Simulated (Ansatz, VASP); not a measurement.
# TaN in VASP and in Ansatz

The input INCAR:

```
SYSTEM = TaN
PREC = Accurate ; ENCUT = 520
EDIFF = 1E-8 ; ISMEAR = -1
SIGMA = 0.02 ; LREAL = .False.
LASPH = .True. ; NELM = 80
ALGO = Normal ; ISIF = 2
LWAVE = .False. ; LCHARG = .False.
GGA = PE ; LEFG = .True.
NBANDS = 15
```

Contents of KPOINTS:

```
regular mesh
0
Gamma
  9 9 9
  0 0 0
```

POSCAR

```
TaN
1.0
    0.0435800000      2.2007900000      2.2007900000
    2.2007900000      0.0435800000      2.2007900000
    2.2007900000      2.2007900000      0.0435800000
Ta N
1 1
Direct
    0.5000000000      0.5000000000      0.5000000000
    0.0000000000      0.0000000000      0.0000000000
```

Input for Ansatz:

```yaml
crystal:
  lattice:
    - [0.04358, 2.20079, 2.20079]
    - [2.20079, 0.04358, 2.20079]
    - [2.20079, 2.20079, 0.04358]
  atoms:
    - { symbol: Ta, position: [0.5, 0.5, 0.5] }
    - { symbol: "N", position: [0.0, 0.0, 0.0] }
kpoints:
  mp_grid: { grid: [9, 9, 9] }
scf:
  occupations: { method: fermi_dirac, width: 0.02 }
hamiltonian:
  xc: pbe
  pseudopotentials: { kind: all_electron, datasets: crystal }
output:
  forces: true
  stress: true
  eigenvalues: true
  efg: { contact_densities: true }
```

Change from the starting cell: equal xy, yz and zx shear strains of +2 %, crystal datasets.

Alike in both runs: task electric field gradients; functional PBE; k mesh 9 × 9 × 9; occupations fermi-dirac, width 0.02 eV; no spin polarisation.

|  | VASP | Ansatz |
| --- | --- | --- |
| version | VASP 6.6.1 | Ansatz 0.2.0 |
| potentials or method | VASP PAW PBE potentials, release 64 (Ta_pv, N) | all-electron PAW with datasets made for the crystal, scalar-relativistic |
| plane-wave cutoff (eV) | 520 | see its input |

|  | VASP | Ansatz | Ansatz less VASP |
| --- | --- | --- | --- |
| pressure (GPa) | 15.6 | 14.7 | -0.92 |
| largest component of the traceless stress (GPa) | 1.11 | 1.14 | +0.030 |
| Vzz of the field gradient on the site that differs most (V/Å²) | -3.4 | 2.7 | +6.10 |

Ansatz ran all-electron here, so the differences hold the error of VASP's frozen core and of both bases. Ansatz warned: «gradients_without_spin_orbit».

Caveats: so large a pressure means that the cell lies far from this level's equilibrium, or that cutoff or potentials fall short (VASP). Spin-orbit coupling is left out, which matters for the levels of Ta.
